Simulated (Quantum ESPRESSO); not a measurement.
# Ag (Im-3m) in Quantum ESPRESSO: notebook, part 2 of 2

Quantum ESPRESSO 7.5.

### Step 4. Phonons, PBE

Input file pw.in:

```
&CONTROL
  calculation = 'scf'
  prefix = 'pwscf'
  outdir = './tmp'
  pseudo_dir = './pseudo'
  tprnfor = .true.
  tstress = .true.
  disk_io = 'low'
/
&SYSTEM
  ibrav = 0
  nat = 1
  ntyp = 1
  ecutwfc = 82
  nbnd = 16
  occupations = 'smearing'
  smearing = 'mv'
  degauss = 0.01469973
/
&ELECTRONS
  conv_thr = 2d-10
  electron_maxstep = 120
  mixing_beta = 0.5
/
ATOMIC_SPECIES
Ag   107.8682 Ag.upf
CELL_PARAMETERS bohr
  -3.1287326171    3.1287326171    3.1287326171
   3.1287326171   -3.1287326171    3.1287326171
   3.1287326171    3.1287326171   -3.1287326171
ATOMIC_POSITIONS bohr
Ag     0.0000000000    0.0000000000    0.0000000000
K_POINTS automatic
11 11 11 0 0 0
```

Input file scf2.in:

```
&CONTROL
  calculation = 'scf'
  prefix = 'pwscf'
  outdir = './tmp'
  pseudo_dir = './pseudo'
  tprnfor = .true.
  tstress = .true.
  disk_io = 'low'
/
&SYSTEM
  ibrav = 0
  nat = 1
  ntyp = 1
  ecutwfc = 82
  nbnd = 16
  occupations = 'smearing'
  smearing = 'mv'
  degauss = 0.01469973
/
&ELECTRONS
  conv_thr = 1d-13
  electron_maxstep = 120
  mixing_beta = 0.5
  startingpot = 'file'
  startingwfc = 'file'
/
ATOMIC_SPECIES
Ag   107.8682 Ag.upf
CELL_PARAMETERS bohr
  -3.1287326171    3.1287326171    3.1287326171
   3.1287326171   -3.1287326171    3.1287326171
   3.1287326171    3.1287326171   -3.1287326171
ATOMIC_POSITIONS bohr
Ag     0.0000000000    0.0000000000    0.0000000000
K_POINTS automatic
11 11 11 0 0 0
```

Input file ph.in:

```
phonons of Ag
&INPUTPH
  prefix = 'pwscf'
  outdir = './tmp'
  tr2_ph = 1d-18
  fildyn = 'dyn'
  niter_ph = 90
  alpha_mix(1) = 0.4
/
0.4330127019 0.4330127019 0.4330127019
```

Potentials or basis: PseudoDojo 0.4.1 SR PBE standard.

The run is started by

```console
$ OMP_NUM_THREADS=1 pw.x -in pw.in > pw.out
$ OMP_NUM_THREADS=1 pw.x -in scf2.in > scf2.out
$ OMP_NUM_THREADS=1 ph.x -in ph.in > ph.out
```

pw.out:

```text
This program is part of the open-source Quantum ESPRESSO suite
     for quantum simulation of materials; please cite
[... 9 lines left out ...]
     --------------------
     sticks:   dense  smooth     PW     G-vecs:    dense   smooth      PW
     Sum         723     723    221                12215    12215    2123

     Using Slab Decomposition

     bravais-lattice index     =            0
     lattice parameter (alat)  =       5.4191  a.u.
     unit-cell volume          =     122.5083 (a.u.)^3
     number of atoms/cell      =            1
     number of atomic types    =            1
     number of electrons       =        19.00
     number of Kohn-Sham states=           16
     kinetic-energy cutoff     =      82.0000  Ry
     charge density cutoff     =     328.0000  Ry
     scf convergence threshold =      2.0E-10
     mixing beta               =       0.5000
     number of iterations used =            8  plain     mixing
     Exchange-correlation= PBE
                           (   1   4   3   4   0   0   0)

     celldm(1)=   5.419124  celldm(2)=   0.000000  celldm(3)=   0.000000
     celldm(4)=   0.000000  celldm(5)=   0.000000  celldm(6)=   0.000000

     crystal axes: (cart. coord. in units of alat)
               a(1) = (  -0.577350   0.577350   0.577350 )
               a(2) = (   0.577350  -0.577350   0.577350 )
               a(3) = (   0.577350   0.577350  -0.577350 )

     reciprocal axes: (cart. coord. in units 2 pi/alat)
               b(1) = ( -0.000000  0.866025  0.866025 )
               b(2) = (  0.866025 -0.000000  0.866025 )
               b(3) = (  0.866025  0.866025  0.000000 )

     PseudoPot. # 1 for Ag read from file:
     Ag.upf
     Pseudo is Norm-conserving + core correction, Zval = 19.0
     Generated using ONCVPSP code by D. R. Hamann
     Using radial grid of 1538 points,  6 beta functions with:
                l(1) =   0
                l(2) =   0
                l(3) =   1
                l(4) =   1
                l(5) =   2
                l(6) =   2

     atomic species   valence    mass     pseudopotential
     Ag               19.00   107.86820     Ag( 1.00)

     48 Sym. Ops., with inversion, found

   Cartesian axes

     site n.     atom                  positions (alat units)
         1        Ag     tau(   1) = (   0.0000000   0.0000000   0.0000000  )

     number of k points=    56  Marzari-Vanderbilt smearing, width (Ry)=  0.0147
                       cart. coord. in units 2pi/alat
        k(    1) = (   0.0000000   0.0000000   0.0000000), wk =   0.0015026
        k(    2) = (   0.0787296   0.0787296   0.0000000), wk =   0.0180316
        k(    3) = (   0.1574592   0.1574592   0.0000000), wk =   0.0180316
        k(    4) = (   0.2361887   0.2361887   0.0000000), wk =   0.0180316
        k(    5) = (   0.3149183   0.3149183   0.0000000), wk =   0.0180316
        k(    6) = (   0.3936479   0.3936479   0.0000000), wk =   0.0180316
[... 48 lines left out ...]
        k(   55) = (  -0.7872958  -0.0787296  -0.0787296), wk =   0.0120210
        k(   56) = (  -0.0000000  -0.0000000   0.7872958), wk =   0.0090158

     Dense  grid:    12215 G-vectors     FFT dimensions: (  32,  32,  32)

     Initial potential from superposition of free atoms

     starting charge      18.9995, renormalised to      19.0000
     Starting wfcs are   10 randomized atomic wfcs +    6 random wfcs

     Self-consistent Calculation

     iteration #  1     ecut=    82.00 Ry     beta= 0.50
     Davidson diagonalization with overlap
     ethr =  1.00E-02,  avg # of iterations =  4.5

     Threshold (ethr) on eigenvalues was too large:
     Diagonalizing with lowered threshold

     Davidson diagonalization with overlap
     ethr =  3.02E-04,  avg # of iterations =  1.2

     total energy              =    -310.01860476 Ry
     estimated scf accuracy    <       0.05765325 Ry

     iteration #  2     ecut=    82.00 Ry     beta= 0.50
     Davidson diagonalization with overlap
     ethr =  3.03E-04,  avg # of iterations =  2.0
[... 43 lines left out ...]
     total energy              =    -310.03629001 Ry
     estimated scf accuracy    <          9.7E-09 Ry

     iteration #  9     ecut=    82.00 Ry     beta= 0.50
     Davidson diagonalization with overlap
     ethr =  5.08E-11,  avg # of iterations =  2.0

     End of self-consistent calculation

          k = 0.0000 0.0000 0.0000 (  1505 PWs)   bands (ev):

   -75.7837 -39.1877 -39.1877 -39.1877   8.7288  11.3804  11.3804  11.3804
    12.5880  12.5880  33.9582  33.9582  33.9582  39.2080  39.2081  39.2083

          k = 0.0787 0.0787 0.0000 (  1517 PWs)   bands (ev):

   -75.7826 -39.1983 -39.1916 -39.1876   8.9863  11.3208  11.3916  11.5220
    12.5263  12.5924  33.0887  33.7847  34.0857  37.2314  37.3707  37.7001
[... 263 lines left out ...]
   -75.7595 -39.2895 -39.2895 -39.2744  10.2592  10.2592  12.7721  13.1993
    13.1993  22.2738  22.3328  22.3328  29.7409  29.8801  29.8801  42.4440

          k =-0.0000-0.0000 0.7873 (  1525 PWs)   bands (ev):

   -75.7586 -39.2885 -39.2872 -39.2872  10.1394  10.1581  13.1816  13.1816
    13.2357  21.8702  23.0522  23.0522  28.3303  29.0338  29.7940  42.7882

     the Fermi energy is    16.0782 ev

!    total energy              =    -310.03629001 Ry
     estimated scf accuracy    <          2.0E-11 Ry
     smearing contrib. (-TS)   =      -0.00018999 Ry
     internal energy E=F+TS    =    -310.03610002 Ry

     The total energy is F=E-TS. E is the sum of the following terms:
     one-electron contribution =    -127.50055349 Ry
     hartree contribution      =      73.72388276 Ry
     xc contribution           =     -46.30807901 Ry
     ewald contribution        =    -209.95135028 Ry

     convergence has been achieved in   9 iterations

     Forces acting on atoms (cartesian axes, Ry/au):

     atom    1 type  1   force =     0.00000000    0.00000000    0.00000000

     Total force =     0.000000     Total SCF correction =     0.000000

     Computing stress (Cartesian axis) and pressure

          total   stress  (Ry/bohr**3)                   (kbar)     P=       -9.92
  -0.00006746  -0.00000000  -0.00000000           -9.92       -0.00       -0.00
  -0.00000000  -0.00006746  -0.00000000           -0.00       -9.92       -0.00
  -0.00000000  -0.00000000  -0.00006746           -0.00       -0.00       -9.92

=------------------------------------------------------------------------------=
   JOB DONE.
=------------------------------------------------------------------------------=
```

It took 3.8 min on 1 thread of Arm Neoverse V1, shared host; peak memory 0.09 GiB.

Results:

* Free energy: -4218.2586 eV
* Pressure after relaxing: -1.0 GPa
* Band gap on the k mesh: none (metal or under the smearing width)
* Highest phonon frequency at the q point run: 107 cm⁻¹

Phonon frequencies in cm⁻¹ (negative: imaginary):
```tsv
q point	frequencies
(0.250, 0.250, 0.250)	107 107 107
```

Phonon modes at q = (0.250, 0.250, 0.250) in reciprocal lattice units:
| mode | symmetry | cm⁻¹ |
| --- | --- | --- |
| 1 | T_2 | 107 |
| 2 | T_2 | 107 |
| 3 | T_2 | 107 |

Caveat: the q point doesn't lie on the k mesh, which can shift a metal's frequencies strongly unless the mesh is converged.
